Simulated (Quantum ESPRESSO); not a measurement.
# ZrB2 (P6/mmm) in Quantum ESPRESSO: further runs

The runs below take ZrB2 through relaxation of cell and atoms, with PBEsol.

All numbers are computed with Quantum ESPRESSO 7.5; they aren't measurements. Logs are shortened: lines on timing, memory, paths and dates and some standing lists are left out, and cuts for length are marked.

**1. Starting point**

It takes space group P6/mmm (No. 191, hexagonal). The conventional cell has a = 3.170 Å, b = 3.170 Å, c = 3.533 Å, α = 90.00°, β = 90.00°, γ = 120.00°. Zr (site symmetry 6/mmm) is surrounded by 12 B at 2.54 Å. B (site symmetry -6m2) is surrounded by 3 B at 1.83 Å.

**2. Relaxation of cell and atoms, PBEsol, target pressure 10 GPa, at which the enthalpy is minimised**

pw.in reads:

```
&CONTROL
  calculation = 'vc-relax'
  prefix = 'pwscf'
  outdir = './tmp'
  pseudo_dir = './pseudo'
  tprnfor = .true.
  tstress = .true.
  disk_io = 'low'
  nstep = 40
  forc_conv_thr = 0.0004
  etot_conv_thr = 1d-05
/
&SYSTEM
  ibrav = 0
  A = 3.17
  nat = 3
  ntyp = 2
  ecutwfc = 52
  ecutrho = 414
  nbnd = 15
  occupations = 'smearing'
  smearing = 'fd'
  degauss = 0.00367493
/
&ELECTRONS
  conv_thr = 6d-10
  electron_maxstep = 120
  mixing_beta = 0.5
/
&IONS
  ion_dynamics = 'bfgs'
/
&CELL
  cell_dynamics = 'bfgs'
  press = 100
  press_conv_thr = 0.3
/
ATOMIC_SPECIES
Zr    91.2240 zr_pbesol_v1.uspp.F.UPF
B     10.8100 b_pbesol_v1.4.uspp.F.UPF
CELL_PARAMETERS alat
   1.0000000000    0.0000000000    0.0000000000
  -0.5000000000    0.8660254038    0.0000000000
   0.0000000000    0.0000000000    1.1145110410
ATOMIC_POSITIONS alat
Zr     0.0000000000    0.0000000000    0.0000000000
B      0.5000000000    0.2886751346    0.5572555205
B     -0.0000000001    0.5773502692    0.5572555205
K_POINTS automatic
10 10 8 0 0 0
```

Potentials or basis: GBRV 1.5 PBEsol.

Command:

```console
$ OMP_NUM_THREADS=1 mpirun -n 2 pw.x -nk 2 -in pw.in > pw.out
```

pw.out:

```text
This program is part of the open-source Quantum ESPRESSO suite
     for quantum simulation of materials; please cite
[... 13 lines left out ...]
     --------------------
     sticks:   dense  smooth     PW     G-vecs:    dense   smooth      PW
     Sum        1027     511    163                29473    10561    1847

     Using Slab Decomposition

     bravais-lattice index     =            0
     lattice parameter (alat)  =       5.9904  a.u.
     unit-cell volume          =     207.4863 (a.u.)^3
     number of atoms/cell      =            3
     number of atomic types    =            2
     number of electrons       =        18.00
     number of Kohn-Sham states=           15
     kinetic-energy cutoff     =      52.0000  Ry
     charge density cutoff     =     414.0000  Ry
     scf convergence threshold =      6.0E-10
     mixing beta               =       0.5000
     number of iterations used =            8  plain     mixing
     energy convergence thresh.=      1.0E-05
     force convergence thresh. =      4.0E-04
     press convergence thresh. =      3.0E-01
     Exchange-correlation= SLA  PW   PSX  PSC
                           (   1   4  10   8   0   0   0)
     nstep                     =           40

     celldm(1)=   5.990432  celldm(2)=   0.000000  celldm(3)=   0.000000
     celldm(4)=   0.000000  celldm(5)=   0.000000  celldm(6)=   0.000000

     crystal axes: (cart. coord. in units of alat)
               a(1) = (   1.000000   0.000000   0.000000 )
               a(2) = (  -0.500000   0.866025   0.000000 )
               a(3) = (   0.000000   0.000000   1.114511 )

     reciprocal axes: (cart. coord. in units 2 pi/alat)
               b(1) = (  1.000000  0.577350 -0.000000 )
               b(2) = (  0.000000  1.154701  0.000000 )
               b(3) = (  0.000000 -0.000000  0.897254 )

     PseudoPot. # 1 for Zr read from file:
     zr_pbesol_v1.uspp.F.UPF
     Pseudo is Ultrasoft + core correction, Zval = 12.0
     Generated by new atomic code, or converted to UPF format
     Using radial grid of  887 points,  6 beta functions with:
                l(1) =   0
                l(2) =   0
                l(3) =   1
                l(4) =   1
                l(5) =   2
                l(6) =   2
     Q(r) pseudized with  6 coefficients,  rinner =    1.200   1.200   1.200
                                                       1.200   1.200

     PseudoPot. # 2 for B  read from file:
     b_pbesol_v1.4.uspp.F.UPF
     Pseudo is Ultrasoft + core correction, Zval =  3.0
     Generated by new atomic code, or converted to UPF format
     Using radial grid of  781 points,  4 beta functions with:
                l(1) =   0
                l(2) =   0
                l(3) =   1
                l(4) =   1
     Q(r) pseudized with  8 coefficients,  rinner =    1.100   1.100   1.100

     atomic species   valence    mass     pseudopotential
     Zr               12.00    91.22400     Zr( 1.00)
     B                 3.00    10.81000     B ( 1.00)

     24 Sym. Ops., with inversion, found

   Cartesian axes

     site n.     atom                  positions (alat units)
         1        Zr     tau(   1) = (   0.0000000   0.0000000   0.0000000  )
[... 2477 lines left out ...]
     --------------------
     sticks:   dense  smooth     PW     G-vecs:    dense   smooth      PW
     Sum         979     499    151                27937     9973    1703

     Using Slab Decomposition

     bravais-lattice index     =            0
     lattice parameter (alat)  =       5.9904  a.u.
     unit-cell volume          =     196.4995 (a.u.)^3
     number of atoms/cell      =            3
     number of atomic types    =            2
     number of electrons       =        18.00
     number of Kohn-Sham states=           15
     kinetic-energy cutoff     =      52.0000  Ry
     charge density cutoff     =     414.0000  Ry
     scf convergence threshold =      6.0E-12
     mixing beta               =       0.5000
     number of iterations used =            8  plain     mixing
     press convergence thresh. =      3.0E-01
     Exchange-correlation= SLA  PW   PSX  PSC
                           (   1   4  10   8   0   0   0)

     celldm(1)=   5.990432  celldm(2)=   0.000000  celldm(3)=   0.000000
     celldm(4)=   0.000000  celldm(5)=   0.000000  celldm(6)=   0.000000

     crystal axes: (cart. coord. in units of alat)
               a(1) = (   0.983146  -0.000000   0.000000 )
               a(2) = (  -0.491573   0.851429   0.000000 )
               a(3) = (   0.000000   0.000000   1.091994 )

     reciprocal axes: (cart. coord. in units 2 pi/alat)
               b(1) = (  1.017143  0.587248 -0.000000 )
               b(2) = (  0.000000  1.174495 -0.000000 )
               b(3) = ( -0.000000 -0.000000  0.915756 )

     PseudoPot. # 1 for Zr read from file:
     zr_pbesol_v1.uspp.F.UPF
     Pseudo is Ultrasoft + core correction, Zval = 12.0
     Generated by new atomic code, or converted to UPF format
     Using radial grid of  887 points,  6 beta functions with:
                l(1) =   0
                l(2) =   0
                l(3) =   1
                l(4) =   1
                l(5) =   2
                l(6) =   2
     Q(r) pseudized with  6 coefficients,  rinner =    1.200   1.200   1.200
                                                       1.200   1.200

     PseudoPot. # 2 for B  read from file:
     b_pbesol_v1.4.uspp.F.UPF
     Pseudo is Ultrasoft + core correction, Zval =  3.0
     Generated by new atomic code, or converted to UPF format
     Using radial grid of  781 points,  4 beta functions with:
                l(1) =   0
                l(2) =   0
                l(3) =   1
                l(4) =   1
     Q(r) pseudized with  8 coefficients,  rinner =    1.100   1.100   1.100

     atomic species   valence    mass     pseudopotential
     Zr               12.00    91.22400     Zr( 1.00)
     B                 3.00    10.81000     B ( 1.00)

     24 Sym. Ops., with inversion, found

   Cartesian axes

     site n.     atom                  positions (alat units)
         1        Zr     tau(   1) = (   0.0000000  -0.0000000   0.0000000  )
         2        B      tau(   2) = (   0.4915730   0.2838098   0.5459971  )
         3        B      tau(   3) = (  -0.0000000   0.5676196   0.5459971  )

     number of k points=    70  Fermi-Dirac smearing, width (Ry)=  0.0037
                       cart. coord. in units 2pi/alat
        k(    1) = (   0.0000000   0.0000000   0.0000000), wk =   0.0025000
        k(    2) = (  -0.0000000  -0.0000000   0.1144695), wk =   0.0050000
        k(    3) = (  -0.0000000  -0.0000000   0.2289389), wk =   0.0050000
        k(    4) = (  -0.0000000  -0.0000000   0.3434084), wk =   0.0050000
        k(    5) = (   0.0000000   0.0000000  -0.4578779), wk =   0.0025000
        k(    6) = (   0.0000000   0.1174495  -0.0000000), wk =   0.0150000
[... 62 lines left out ...]
        k(   69) = (   0.3051429   0.5285229   0.3434084), wk =   0.0300000
        k(   70) = (   0.3051429   0.5285229  -0.4578779), wk =   0.0150000

     Dense  grid:    27937 G-vectors     FFT dimensions: (  40,  40,  45)

     Smooth grid:     9973 G-vectors     FFT dimensions: (  27,  27,  32)

     Initial potential from superposition of free atoms

     starting charge      17.9975, renormalised to      18.0000

     negative rho (up, down):  5.911E-02 0.000E+00
     Starting wfcs are   21 randomized atomic wfcs

     Self-consistent Calculation

     iteration #  1     ecut=    52.00 Ry     beta= 0.50
     Davidson diagonalization with overlap
     c_bands:  1 eigenvalues not converged
     c_bands:  1 eigenvalues not converged
     ethr =  1.00E-06,  avg # of iterations = 12.2

     negative rho (up, down):  6.017E-02 0.000E+00

     total energy              =    -111.99950259 Ry
     estimated scf accuracy    <       0.26674629 Ry
[... 449 lines left out ...]
     negative rho (up, down):  6.155E-02 0.000E+00
          total   stress  (Ry/bohr**3)                   (kbar)     P=      100.29
   0.00068263  -0.00000000  -0.00000000          100.42       -0.00       -0.00
  -0.00000000   0.00068263  -0.00000000           -0.00      100.42       -0.00
  -0.00000000   0.00000000   0.00067996           -0.00        0.00      100.03

=------------------------------------------------------------------------------=
   JOB DONE.
=------------------------------------------------------------------------------=
```

Run time: 45 s. Hardware: 2 MPI ranks of Arm Neoverse V2, shared host; peak memory 0.24 GiB.

Results:

| Property | Result |
| --- | --- |
| Free energy | -1524.9562 eV |
| Relaxed volume | 9.71 Å³/atom |
| Relaxed cell | a = 3.117 Å, b = 3.117 Å, c = 3.462 Å, α = 90.00°, β = 90.00°, γ = 120.00° |
| Space group after relaxing (to 0.05 Å) | P6/mmm (No. 191) |
| Energy change on relaxing (the enthalpy is what falls) | +8.9 meV/atom |
| Ionic steps | 5 |
| Pressure after relaxing | 10.0 GPa |
| Band gap on the k mesh | none (metal or under the smearing width) |

Step by step:
```csv
step,energy change (eV),largest force (eV/Å),pressure (GPa),volume (Å³)
1,0.0000,0.0000,-4.10,30.75
2,0.0692,0.0000,15.53,28.59
3,0.0242,0.0000,9.60,29.16
4,0.0266,0.0000,9.98,29.12
5,0.0268,0.0000,10.01,29.12
```

Final structure:
```
Zr B
1.0
     3.11657    0.00000    0.00000
    -1.55829    2.69903    0.00000
     0.00000    0.00000    3.46162
Zr B
1 2
Direct
  0.00000 0.00000 0.00000
  0.66667 0.33333 0.50000
  0.33333 0.66667 0.50000
```

**3. Relaxation of cell and atoms, PBEsol, target pressure 20 GPa, at which the enthalpy is minimised**

pw.in: that of step 2 with these lines changed.

```diff
@@ -34,3 +34,3 @@
   cell_dynamics = 'bfgs'
-  press = 100
+  press = 200
   press_conv_thr = 0.3
```

Potentials or basis: GBRV 1.5 PBEsol.

Command:

```console
$ OMP_NUM_THREADS=1 mpirun -n 2 pw.x -nk 2 -in pw.in > pw.out
```

It took 53 s on 2 MPI ranks of Arm Neoverse V2, shared host; peak memory 0.24 GiB.

It converged, with:

* Free energy: -1524.8686 eV
* Relaxed volume: 9.39 Å³/atom
* Relaxed cell: a = 3.084 Å, b = 3.084 Å, c = 3.421 Å, α = 90.00°, β = 90.00°, γ = 120.00°
* Space group after relaxing (to 0.05 Å): P6/mmm (No. 191)
* Energy change on relaxing (the enthalpy is what falls): +37.9 meV/atom
* Ionic steps: 6
* Pressure after relaxing: 20.0 GPa
* Band gap on the k mesh: none (metal or under the smearing width)

The path:
```tsv
step	energy change (eV)	largest force (eV/Å)	pressure (GPa)	volume (Å³)
1	0.0000	0.0000	-4.10	30.75
2	0.2902	0.0000	33.44	27.12
3	0.0981	0.0000	18.54	28.31
4	0.1127	0.0000	19.92	28.19
5	0.1138	0.0000	20.02	28.18
6	0.1137	0.0000	20.01	28.18
```

Final structure:
```
Zr B
1.0
     3.08438    0.00000    0.00000
    -1.54219    2.67115    0.00000
     0.00000    0.00000    3.42073
Zr B
1 2
Cartesian
  0.0000 0.0000 0.0000
  1.5422 0.8904 1.7104
  0.0000 1.7808 1.7104
```

Levels at points of the mesh, in eV from the Fermi level:
| k point | band 5 | band 6 | band 7 | band 8 | band 9 | band 10 | band 11 | band 12 | band 13 | band 14 |
| --- | --- | --- | --- | --- | --- | --- | --- | --- | --- | --- |
| (0.00, 0.00, 0.00) | -12.95 | -2.71 | -2.71 | -2.69 | -2.09 | 3.92 | 3.92 | 4.82 | 4.82 | 5.54 |
| (0.00, 0.00, -0.50) | -10.50 | -7.07 | -0.86 | -0.86 | 0.42 | 0.42 | 0.96 | 0.96 | 2.25 | 5.36 |
| (0.00, -0.50, 0.00) | -9.20 | -8.33 | -4.05 | -3.01 | -2.84 | 2.57 | 2.68 | 5.61 | 5.77 | 7.22 |
| (0.00, -0.50, -0.50) | -10.18 | -6.88 | -4.81 | -4.31 | -1.63 | 4.39 | 4.67 | 6.06 | 7.29 | 7.40 |

[end of part 1 of 2]
